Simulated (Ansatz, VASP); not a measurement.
# In: VASP beside Ansatz

```
CELL_PARAMETERS angstrom
3.27269 0.00000 0.00000
-1.63634 2.83423 0.00000
0.00000 0.00000 10.61893
ATOMIC_POSITIONS crystal
In 0.00000 0.00000 0.00000
In 0.00000 0.00000 0.50000
In 0.33333 0.66667 0.25000
In 0.66667 0.33333 0.75000
```

Alike in both runs: functional LDA; k mesh 11 × 11 × 3; occupations fermi-dirac, width 0.1 eV; no spin polarisation.

Ansatz relaxed the structure, and its values are those at the end. VASP's run is a single point on that final structure, the one shown.

```csv
,VASP,Ansatz
version,VASP 6.6.1,Ansatz 0.2.0
potentials or method,"VASP PAW LDA potentials, release 64 (In_d)","plane waves (420 eV) with PAW, scalar-relativistic"
plane-wave cutoff (eV),520,420
valence electrons in the cell,52,52
```

```csv
,VASP,Ansatz,Ansatz less VASP
pressure (GPa),0.0,0.0,-0.04
```

Ansatz warned: «pseudo_functional_mismatch».
